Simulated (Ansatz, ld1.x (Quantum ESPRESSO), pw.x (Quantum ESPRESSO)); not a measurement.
osmium (Os): one change to the ultrasoft potential, in the atom and in the fcc crystal

Os, ultrasoft, made with ld1.x (Quantum ESPRESSO) 7.5 (PBE, scalar-relativistic). Core [Kr] 4d10 4f14, reference 5s2 5p6 5d6 6s2 6p0. Waves: 5s (bound): rcut 1.45, rcutus 1.70 bohr; 6s (bound): rcut 1.45, rcutus 1.70 bohr; 5p (bound): rcut 1.65, rcutus 2.00 bohr; 6p (bound, empty): rcut 1.65, rcutus 2.00 bohr; 5d (bound): rcut 2.25, rcutus 2.65 bohr; 5d channel at 3.45 Ry: rcut 2.25, rcutus 2.65 bohr. Local part: all-electron potential smoothed inside 2.45 bohr (lloc = -2). Core correction: none. Augmentation charge: PSQ, radius 1.65 bohr.

Change: local potential all-electron potential smoothed inside 2.64 bohr (lloc = -2).

Cutoffs, loose and tight: the cutoffs (Ry, on a coarse ladder) from which the occupation-weighted sum of valence levels, in a spherical-Bessel basis at the reference potential, stays within 10 and 1 mRy of its value at 400 Ry. They do not see the model core or the augmentation charge, which bear on the density cutoff. Test errors are all-electron minus pseudo excitation energies from the reference, over the configurations 5s2 5p6 5d6 6s1 6p0; 5s2 5p6 5d6 6s0 6p0; 5s2 5p6 5d5 6s0 6p0; 5s2 5p6 5d6 6s0 6p2; 5s2 5p6 5d6 6s1 6p1; 5s2 5p6 5d4 6s0 6p0; 5s2 5p5 5d6 6s2 6p0; variants that change the core or the reference have their own tests.

Crystal test: fcc Os in pw.x 7.5, no spin, 15³ k-points, Fermi–Dirac smearing 0.01 Ry, cutoffs set for each file from its atomic test. The reference is all-electron LAPW (Ansatz 0.2.0) with the same functional, mesh and smearing; V0 and B0 come from Birch–Murnaghan fits to the pressures at five volumes. Errors are pseudo minus all-electron; Δ is the rms difference of the E(V) curves that follow from these fits, minima aligned, over ±6 % about the mean V0. Mesh and smearing are coarse, so the numbers serve the comparison and aren't converged zero-temperature values; the lattice is a test structure that the element need not adopt.

All-electron: a0 = 3.856 Å (V0 = 14.34 Å³/atom), B0 = 387.2 GPa.

**Question.** Does the change bring the crystal closer to the all-electron result?

**Answer.** The mean pressure error goes from +11.68 to +15.68 GPa, so the change moves the solid further from the all-electron pressures.

```csv
quantity,base,changed
outcome (atom),generated,generated
"cutoff, loose (atom)",35 Ry,35 Ry
"cutoff, tight (atom)",45 Ry,45 Ry
bound ghosts (atom),none,none
largest test error (meV) (atom),"test run stopped at test 4 of 7 (negative rho), 3 before it not solved","test run stopped at test 2 of 7 (negative rho), 1 before it not solved"
cutoffs in pw.x (Ry),55/440,55/440
a0 (Å),3.892,3.903
a0 error (%),+0.92,+1.21
B0 error (%),+1.1,+1.1
Δ (meV/atom),34.3,45.3
mean pressure error (GPa),+11.68,+15.68
```

Base: This is a poor potential for the solid. Atomic configuration tests: test run stopped at test 4 of 7 (negative rho), 3 before it not solved. Changed file: This is a poor potential for the solid. Atomic configuration tests: test run stopped at test 2 of 7 (negative rho), 1 before it not solved. The atomic cutoffs weigh occupied waves only.
